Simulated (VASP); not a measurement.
# Y (P6_3/mmc) in VASP: notebook, part 6 of 7

VASP 6.6.1.

## 92. Equation of state, PBEsol, 32.02 Å³/atom

File INCAR:

```
SYSTEM = Y
  ADDGRID = .FALSE.
  ALGO = Normal
  EDIFF = 1E-6
  ENCUT = 450
  GGA = PS
  ISIF = 2
  ISMEAR = -1
  LASPH = .TRUE.
  LCHARG = .FALSE.
  LREAL = .FALSE.
  LWAVE = .FALSE.
  NELM = 100
  PREC = Accurate
  SIGMA = 0.1
```

File KPOINTS:

```
k-points
0
G
  18 18 10
  0 0 0
```

File POSCAR:

```
Y
1.0
    3.6105550567      0.0000000000      0.0000000000
   -1.8052775283      3.1268324009      0.0000000000
    0.0000000000      0.0000000000      5.6727111937
Y
2
Direct
    0.6666666667      0.3333333333      0.7500000000
    0.3333333333      0.6666666667      0.2500000000
```

Started as:

```console
$ cat potpaw_PBE.64/Y_sv/POTCAR > POTCAR
$ mpirun -np 1 vasp_std > vasp.out
```

It took 77 s on 1 thread of AMD EPYC 9R45 (Zen 5), shared host; peak memory 0.29 GiB.

These settings aren't checked as converged: the numbers below hold their error.

Results:

```
Free energy            : -13.6948 eV
Pressure               : -1.0 GPa
Band gap on the k mesh : none (metal or under the smearing width)
```

Caveat: the PAW data sets were made with another functional, which shifts forces and pressure a little.

## 93. Equation of state, PBEsol, 34.00 Å³/atom

INCAR is that of step 92.

KPOINTS is that of step 92.

File POSCAR:

```
Y
1.0
    3.6835152200      0.0000000000      0.0000000000
   -1.8417576100      3.1900177558      0.0000000000
    0.0000000000      0.0000000000      5.7873423041
Y
2
Direct
    0.6666666667      0.3333333333      0.7500000000
    0.3333333333      0.6666666667      0.2500000000
```

Potentials or basis: VASP PAW PBE potentials, release 64 (Y_sv).

Started as:

```console
$ cat potpaw_PBE.64/Y_sv/POTCAR > POTCAR
$ mpirun -np 1 vasp_std > vasp.out
```

It took 78 s on 1 thread of AMD EPYC 9R45 (Zen 5), shared host; peak memory 0.29 GiB.

The run converged, but some of its settings lie outside the range that counts as converged, so its numbers aren't taken as properties of the crystal.

What came out:

```
Free energy            : -13.6442 eV
Pressure               : -3.1 GPa
Band gap on the k mesh : none (metal or under the smearing width)
```

Caveat: the PAW data sets were made with another functional, which shifts forces and pressure a little.

## 94. Equation of state, PBEsol, 32.02 Å³/atom

Edit INCAR of step 93 so:

```diff
@@ -14,2 +14,2 @@
   PREC = Accurate
-  SIGMA = 0.1
+  SIGMA = 0.05
```

KPOINTS is that of step 93.

File POSCAR:

```
Y
1.0
    3.6105550567      0.0000000000      0.0000000000
   -1.8052775283      3.1268324009      0.0000000000
    0.0000000000      0.0000000000      5.6727111937
Y
2
Direct
    0.6666666667      0.3333333333      0.7500000000
    0.3333333333      0.6666666667      0.2500000000
```

Started as:

```console
$ cat potpaw_PBE.64/Y_sv/POTCAR > POTCAR
$ mpirun -np 1 vasp_std > vasp.out
```

Wall time 75 s (1 thread of AMD EPYC 9R45 (Zen 5), shared host); peak memory 0.28 GiB.

These settings aren't checked as converged: the numbers below hold their error.

What came out:

- Free energy: -13.6478 eV
- Pressure: -1.0 GPa
- Band gap on the k mesh: none (metal or under the smearing width)

Caveat: the PAW data sets were made with another functional, which shifts forces and pressure a little.

## 95. Equation of state, PBEsol, 34.00 Å³/atom

INCAR is that of step 94.

KPOINTS is that of step 94.

File POSCAR:

```
Y
1.0
    3.6835152200      0.0000000000      0.0000000000
   -1.8417576100      3.1900177558      0.0000000000
    0.0000000000      0.0000000000      5.7873423041
Y
2
Direct
    0.6666666667      0.3333333333      0.7500000000
    0.3333333333      0.6666666667      0.2500000000
```

Started as:

```console
$ cat potpaw_PBE.64/Y_sv/POTCAR > POTCAR
$ mpirun -np 1 vasp_std > vasp.out
```

It took 80 s on 1 thread of AMD EPYC 9R45 (Zen 5), shared host; peak memory 0.29 GiB.

These settings aren't checked as converged: the numbers below hold their error.

Results:

- Free energy: -13.5951 eV
- Pressure: -3.2 GPa
- Band gap on the k mesh: none (metal or under the smearing width)

Caveat: the PAW data sets were made with another functional, which shifts forces and pressure a little.

## 96. Equation of state, PBEsol, 32.02 Å³/atom

Edit INCAR of step 95 so:

```diff
@@ -14,2 +14,2 @@
   PREC = Accurate
-  SIGMA = 0.05
+  SIGMA = 0.02
```

KPOINTS is that of step 95.

File POSCAR:

```
Y
1.0
    3.6105550567      0.0000000000      0.0000000000
   -1.8052775283      3.1268324009      0.0000000000
    0.0000000000      0.0000000000      5.6727111937
Y
2
Direct
    0.6666666667      0.3333333333      0.7500000000
    0.3333333333      0.6666666667      0.2500000000
```

Potentials or basis: VASP PAW PBE potentials, release 64 (Y_sv).

Started as:

```console
$ cat potpaw_PBE.64/Y_sv/POTCAR > POTCAR
$ mpirun -np 1 vasp_std > vasp.out
```

It took 79 s on 1 thread of AMD EPYC 9R45 (Zen 5), shared host; peak memory 0.29 GiB.

The run converged, but some of its settings lie outside the range that counts as converged, so its numbers aren't taken as properties of the crystal.

What came out:

```yaml
Free_energy: -13.6342 eV
Pressure: -1.1 GPa
Band_gap_on_the_k_mesh: none (metal or under the smearing width)
```

Caveat: the PAW data sets were made with another functional, which shifts forces and pressure a little.

## 97. Equation of state, PBEsol, 34.00 Å³/atom

INCAR is that of step 96.

KPOINTS is that of step 96.

File POSCAR:

```
Y
1.0
    3.6835152200      0.0000000000      0.0000000000
   -1.8417576100      3.1900177558      0.0000000000
    0.0000000000      0.0000000000      5.7873423041
Y
2
Direct
    0.6666666667      0.3333333333      0.7500000000
    0.3333333333      0.6666666667      0.2500000000
```

Started as:

```console
$ cat potpaw_PBE.64/Y_sv/POTCAR > POTCAR
$ mpirun -np 1 vasp_std > vasp.out
```

Wall time 78 s (1 thread of AMD EPYC 9R45 (Zen 5), shared host); peak memory 0.29 GiB.

The run converged, but some of its settings lie outside the range that counts as converged, so its numbers aren't taken as properties of the crystal.

Results:

- Free energy: -13.5808 eV
- Pressure: -3.2 GPa
- Band gap on the k mesh: none (metal or under the smearing width)

Caveat: the PAW data sets were made with another functional, which shifts forces and pressure a little.

## 98. Equation of state, PBEsol, 32.02 Å³/atom

Edit INCAR of step 97 so:

```diff
@@ -7,3 +7,3 @@
   ISIF = 2
-  ISMEAR = -1
+  ISMEAR = -5
   LASPH = .TRUE.
@@ -14,2 +14,2 @@
   PREC = Accurate
-  SIGMA = 0.02
+  SIGMA = 0.15
```

KPOINTS is that of step 97.

File POSCAR:

```
Y
1.0
    3.6105550567      0.0000000000      0.0000000000
   -1.8052775283      3.1268324009      0.0000000000
    0.0000000000      0.0000000000      5.6727111937
Y
2
Direct
    0.6666666667      0.3333333333      0.7500000000
    0.3333333333      0.6666666667      0.2500000000
```

Started as:

```console
$ cat potpaw_PBE.64/Y_sv/POTCAR > POTCAR
$ mpirun -np 1 vasp_std > vasp.out
```

Wall time 72 s (1 thread of AMD EPYC 9R45 (Zen 5), shared host); peak memory 0.29 GiB.

The run converged, but some of its settings lie outside the range that counts as converged, so its numbers aren't taken as properties of the crystal.

What came out:

| Property | Result |
| --- | --- |
| Free energy | -13.6316 eV |
| Pressure | -1.0 GPa |
| Band gap on the k mesh | none (metal or under the smearing width) |

Caveat: the PAW data sets were made with another functional, which shifts forces and pressure a little; tetrahedron occupations give inexact forces and stress in metals.

## 99. Equation of state, PBEsol, 34.00 Å³/atom

INCAR is that of step 98.

KPOINTS is that of step 98.

File POSCAR:

```
Y
1.0
    3.6835152200      0.0000000000      0.0000000000
   -1.8417576100      3.1900177558      0.0000000000
    0.0000000000      0.0000000000      5.7873423041
Y
2
Direct
    0.6666666667      0.3333333333      0.7500000000
    0.3333333333      0.6666666667      0.2500000000
```

Potentials or basis: VASP PAW PBE potentials, release 64 (Y_sv).

Started as:

```console
$ cat potpaw_PBE.64/Y_sv/POTCAR > POTCAR
$ mpirun -np 1 vasp_std > vasp.out
```

Wall time 71 s (1 thread of AMD EPYC 9R45 (Zen 5), shared host); peak memory 0.3 GiB.

The run converged, but some of its settings lie outside the range that counts as converged, so its numbers aren't taken as properties of the crystal.

What came out:

```
Free energy            : -13.5782 eV
Pressure               : -3.2 GPa
Band gap on the k mesh : none (metal or under the smearing width)
```

Caveat: the PAW data sets were made with another functional, which shifts forces and pressure a little; tetrahedron occupations give inexact forces and stress in metals.

## 100. Equation of state, PBEsol, 32.02 Å³/atom

Edit INCAR of step 99 so:

```diff
@@ -7,3 +7,3 @@
   ISIF = 2
-  ISMEAR = -5
+  ISMEAR = 0
   LASPH = .TRUE.
```

KPOINTS is that of step 99.

File POSCAR:

```
Y
1.0
    3.6105550567      0.0000000000      0.0000000000
   -1.8052775283      3.1268324009      0.0000000000
    0.0000000000      0.0000000000      5.6727111937
Y
2
Direct
    0.6666666667      0.3333333333      0.7500000000
    0.3333333333      0.6666666667      0.2500000000
```

Started as:

```console
$ cat potpaw_PBE.64/Y_sv/POTCAR > POTCAR
$ mpirun -np 1 vasp_std > vasp.out
```

Wall time 69 s (1 thread of AMD EPYC 9R45 (Zen 5), shared host); peak memory 0.29 GiB.

These settings aren't checked as converged: the numbers below hold their error.

What came out:

```
Free energy            : -13.6539 eV
Pressure               : -1.0 GPa
Band gap on the k mesh : none (metal or under the smearing width)
```

Caveat: the PAW data sets were made with another functional, which shifts forces and pressure a little.

## 101. Equation of state, PBEsol, 34.00 Å³/atom

INCAR is that of step 100.

KPOINTS is that of step 100.

File POSCAR:

```
Y
1.0
    3.6835152200      0.0000000000      0.0000000000
   -1.8417576100      3.1900177558      0.0000000000
    0.0000000000      0.0000000000      5.7873423041
Y
2
Direct
    0.6666666667      0.3333333333      0.7500000000
    0.3333333333      0.6666666667      0.2500000000
```

Started as:

```console
$ cat potpaw_PBE.64/Y_sv/POTCAR > POTCAR
$ mpirun -np 1 vasp_std > vasp.out
```

Run time: 71 s. Hardware: 1 thread of AMD EPYC 9R45 (Zen 5), shared host; peak memory 0.29 GiB.

These settings aren't checked as converged: the numbers below hold their error.

What came out:

| Item | Value |
| --- | --- |
| Free energy | -13.6015 eV |
| Pressure | -3.2 GPa |
| Band gap on the k mesh | none (metal or under the smearing width) |

Caveat: the PAW data sets were made with another functional, which shifts forces and pressure a little.

## 102. Equation of state, PBEsol, 32.02 Å³/atom

Edit INCAR of step 101 so:

```diff
@@ -7,3 +7,3 @@
   ISIF = 2
-  ISMEAR = 0
+  ISMEAR = 1
   LASPH = .TRUE.
```

KPOINTS is that of step 101.

File POSCAR:

```
Y
1.0
    3.6105550567      0.0000000000      0.0000000000
   -1.8052775283      3.1268324009      0.0000000000
    0.0000000000      0.0000000000      5.6727111937
Y
2
Direct
    0.6666666667      0.3333333333      0.7500000000
    0.3333333333      0.6666666667      0.2500000000
```

Potentials or basis: VASP PAW PBE potentials, release 64 (Y_sv).

Started as:

```console
$ cat potpaw_PBE.64/Y_sv/POTCAR > POTCAR
$ mpirun -np 1 vasp_std > vasp.out
```

Wall time 69 s (1 thread of AMD EPYC 9R45 (Zen 5), shared host); peak memory 0.29 GiB.

These settings aren't checked as converged: the numbers below hold their error.

What came out:

| Item | Value |
| --- | --- |
| Free energy | -13.6315 eV |
| Pressure | -1.1 GPa |
| Band gap on the k mesh | none (metal or under the smearing width) |

Caveat: the PAW data sets were made with another functional, which shifts forces and pressure a little.

## 103. Equation of state, PBEsol, 34.00 Å³/atom

INCAR is that of step 102.

KPOINTS is that of step 102.

File POSCAR:

```
Y
1.0
    3.6835152200      0.0000000000      0.0000000000
   -1.8417576100      3.1900177558      0.0000000000
    0.0000000000      0.0000000000      5.7873423041
Y
2
Direct
    0.6666666667      0.3333333333      0.7500000000
    0.3333333333      0.6666666667      0.2500000000
```

Started as:

```console
$ cat potpaw_PBE.64/Y_sv/POTCAR > POTCAR
$ mpirun -np 1 vasp_std > vasp.out
```

It took 73 s on 1 thread of AMD EPYC 9R45 (Zen 5), shared host; peak memory 0.29 GiB.

The run converged, but some of its settings lie outside the range that counts as converged, so its numbers aren't taken as properties of the crystal.

What came out:

```
Free energy            : -13.5781 eV
Pressure               : -3.2 GPa
Band gap on the k mesh : none (metal or under the smearing width)
```

Caveat: the PAW data sets were made with another functional, which shifts forces and pressure a little.

## 104. Equation of state, PBEsol, 32.02 Å³/atom

Edit INCAR of step 103 so:

```diff
@@ -4,6 +4,6 @@
   EDIFF = 1E-6
-  ENCUT = 450
+  ENCUT = 900
   GGA = PS
   ISIF = 2
-  ISMEAR = 1
+  ISMEAR = -1
   LASPH = .TRUE.
```

File KPOINTS:

```
k-points
0
G
  13 13 7
  0 0 0
```

File POSCAR:

```
Y
1.0
    3.6105550567      0.0000000000      0.0000000000
   -1.8052775283      3.1268324009      0.0000000000
    0.0000000000      0.0000000000      5.6727111937
Y
2
Direct
    0.6666666667      0.3333333333      0.7500000000
    0.3333333333      0.6666666667      0.2500000000
```

Started as:

```console
$ cat potpaw_PBE.64/Y_sv/POTCAR > POTCAR
$ mpirun -np 1 vasp_std > vasp.out
```

It took 71 s on 1 thread of AMD EPYC 9R45 (Zen 5), shared host; peak memory 0.36 GiB.

The run converged, but some of its settings lie outside the range that counts as converged, so its numbers aren't taken as properties of the crystal.

Results:

| Quantity | Value |
| --- | --- |
| Free energy | -13.7668 eV |
| Pressure | -0.8 GPa |
| Band gap on the k mesh | none (metal or under the smearing width) |

Caveat: the PAW data sets were made with another functional, which shifts forces and pressure a little.

## 105. Equation of state, PBEsol, 34.00 Å³/atom

INCAR is that of step 104.

KPOINTS is that of step 104.

File POSCAR:

```
Y
1.0
    3.6835152200      0.0000000000      0.0000000000
   -1.8417576100      3.1900177558      0.0000000000
    0.0000000000      0.0000000000      5.7873423041
Y
2
Direct
    0.6666666667      0.3333333333      0.7500000000
    0.3333333333      0.6666666667      0.2500000000
```

Potentials or basis: VASP PAW PBE potentials, release 64 (Y_sv).

Started as:

```console
$ cat potpaw_PBE.64/Y_sv/POTCAR > POTCAR
$ mpirun -np 1 vasp_std > vasp.out
```

Run time: 76 s. Hardware: 1 thread of AMD EPYC 9R45 (Zen 5), shared host; peak memory 0.37 GiB.

These settings aren't checked as converged: the numbers below hold their error.

Results:

```
Free energy            : -13.7191 eV
Pressure               : -3.0 GPa
Band gap on the k mesh : none (metal or under the smearing width)
```

Caveat: the PAW data sets were made with another functional, which shifts forces and pressure a little.

## 106. Equation of state, PBEsol, 32.02 Å³/atom

Edit INCAR of step 105 so:

```diff
@@ -4,3 +4,3 @@
   EDIFF = 1E-6
-  ENCUT = 900
+  ENCUT = 550
   GGA = PS
```

File KPOINTS:

```
k-points
0
G
  18 18 10
  0 0 0
```

File POSCAR:

```
Y
1.0
    3.6105550567      0.0000000000      0.0000000000
   -1.8052775283      3.1268324009      0.0000000000
    0.0000000000      0.0000000000      5.6727111937
Y
2
Direct
    0.6666666667      0.3333333333      0.7500000000
    0.3333333333      0.6666666667      0.2500000000
```

Started as:

```console
$ cat potpaw_PBE.64/Y_sv/POTCAR > POTCAR
$ mpirun -np 1 vasp_std > vasp.out
```

It took 1.7 min on 1 thread of AMD EPYC 9R45 (Zen 5), shared host; peak memory 0.34 GiB.

These settings aren't checked as converged: the numbers below hold their error.

What came out:

| Quantity | Value |
| --- | --- |
| Free energy | -13.7670 eV |
| Pressure | -0.8 GPa |
| Band gap on the k mesh | none (metal or under the smearing width) |

Caveat: the PAW data sets were made with another functional, which shifts forces and pressure a little.

## 107. Equation of state, PBEsol, 34.00 Å³/atom

INCAR is that of step 106.

KPOINTS is that of step 106.

File POSCAR:

```
Y
1.0
    3.6835152200      0.0000000000      0.0000000000
   -1.8417576100      3.1900177558      0.0000000000
    0.0000000000      0.0000000000      5.7873423041
Y
2
Direct
    0.6666666667      0.3333333333      0.7500000000
    0.3333333333      0.6666666667      0.2500000000
```

Started as:

```console
$ cat potpaw_PBE.64/Y_sv/POTCAR > POTCAR
$ mpirun -np 1 vasp_std > vasp.out
```

Wall time 1.8 min (1 thread of AMD EPYC 9R45 (Zen 5), shared host); peak memory 0.35 GiB.

These settings aren't checked as converged: the numbers below hold their error.

What came out:

```yaml
Free_energy: -13.7193 eV
Pressure: -3.0 GPa
Band_gap_on_the_k_mesh: none (metal or under the smearing width)
```

Caveat: the PAW data sets were made with another functional, which shifts forces and pressure a little.

## 108. Equation of state, PBEsol, 32.02 Å³/atom

Edit INCAR of step 107 so:

```diff
@@ -13,3 +13,3 @@
   NELM = 100
-  PREC = Accurate
+  PREC = Low
   SIGMA = 0.15
```

KPOINTS is that of step 107.

File POSCAR:

```
Y
1.0
    3.6105550567      0.0000000000      0.0000000000
   -1.8052775283      3.1268324009      0.0000000000
    0.0000000000      0.0000000000      5.6727111937
Y
2
Direct
    0.6666666667      0.3333333333      0.7500000000
    0.3333333333      0.6666666667      0.2500000000
```

Potentials or basis: VASP PAW PBE potentials, release 64 (Y_sv).

Started as:

```console
$ cat potpaw_PBE.64/Y_sv/POTCAR > POTCAR
$ mpirun -np 1 vasp_std > vasp.out
```

Run time: 66 s. Hardware: 1 thread of AMD EPYC 9R45 (Zen 5), shared host; peak memory 0.27 GiB.

The run converged, but some of its settings lie outside the range that counts as converged, so its numbers aren't taken as properties of the crystal.

What came out:

```
Free energy            : -13.7669 eV
Pressure               : -0.8 GPa
Band gap on the k mesh : none (metal or under the smearing width)
```

Caveat: the PAW data sets were made with another functional, which shifts forces and pressure a little.

## 109. Equation of state, PBEsol, 34.00 Å³/atom

INCAR is that of step 108.

KPOINTS is that of step 108.

File POSCAR:

```
Y
1.0
    3.6835152200      0.0000000000      0.0000000000
   -1.8417576100      3.1900177558      0.0000000000
    0.0000000000      0.0000000000      5.7873423041
Y
2
Direct
    0.6666666667      0.3333333333      0.7500000000
    0.3333333333      0.6666666667      0.2500000000
```

Started as:

```console
$ cat potpaw_PBE.64/Y_sv/POTCAR > POTCAR
$ mpirun -np 1 vasp_std > vasp.out
```

Wall time 76 s (1 thread of AMD EPYC 9R45 (Zen 5), shared host); peak memory 0.29 GiB.

These settings aren't checked as converged: the numbers below hold their error.

What came out:

```
Free energy            : -13.7193 eV
Pressure               : -3.0 GPa
Band gap on the k mesh : none (metal or under the smearing width)
```

Caveat: the PAW data sets were made with another functional, which shifts forces and pressure a little.

## 110. Equation of state, PBEsol, 32.02 Å³/atom

Edit INCAR of step 109 so:

```diff
@@ -13,3 +13,3 @@
   NELM = 100
-  PREC = Low
+  PREC = Normal
   SIGMA = 0.15
```

KPOINTS is that of step 109.

File POSCAR:

```
Y
1.0
    3.6105550567      0.0000000000      0.0000000000
   -1.8052775283      3.1268324009      0.0000000000
    0.0000000000      0.0000000000      5.6727111937
Y
2
Direct
    0.6666666667      0.3333333333      0.7500000000
    0.3333333333      0.6666666667      0.2500000000
```

Started as:

```console
$ cat potpaw_PBE.64/Y_sv/POTCAR > POTCAR
$ mpirun -np 1 vasp_std > vasp.out
```

Run time: 75 s. Hardware: 1 thread of AMD EPYC 9R45 (Zen 5), shared host; peak memory 0.31 GiB.

The run converged, but some of its settings lie outside the range that counts as converged, so its numbers aren't taken as properties of the crystal.

What came out:

| Property | Result |
| --- | --- |
| Free energy | -13.7670 eV |
| Pressure | -0.8 GPa |
| Band gap on the k mesh | none (metal or under the smearing width) |

Caveat: the PAW data sets were made with another functional, which shifts forces and pressure a little.

## 111. Equation of state, PBEsol, 34.00 Å³/atom

INCAR is that of step 110.

KPOINTS is that of step 110.

File POSCAR:

```
Y
1.0
    3.6835152200      0.0000000000      0.0000000000
   -1.8417576100      3.1900177558      0.0000000000
    0.0000000000      0.0000000000      5.7873423041
Y
2
Direct
    0.6666666667      0.3333333333      0.7500000000
    0.3333333333      0.6666666667      0.2500000000
```

Potentials or basis: VASP PAW PBE potentials, release 64 (Y_sv).

Started as:

```console
$ cat potpaw_PBE.64/Y_sv/POTCAR > POTCAR
$ mpirun -np 1 vasp_std > vasp.out
```

Wall time 74 s (1 thread of AMD EPYC 9R45 (Zen 5), shared host); peak memory 0.32 GiB.

The run converged, but some of its settings lie outside the range that counts as converged, so its numbers aren't taken as properties of the crystal.

Results:

```
Free energy            : -13.7193 eV
Pressure               : -3.0 GPa
Band gap on the k mesh : none (metal or under the smearing width)
```

Caveat: the PAW data sets were made with another functional, which shifts forces and pressure a little.

(Part 6 of 7 ends here.)
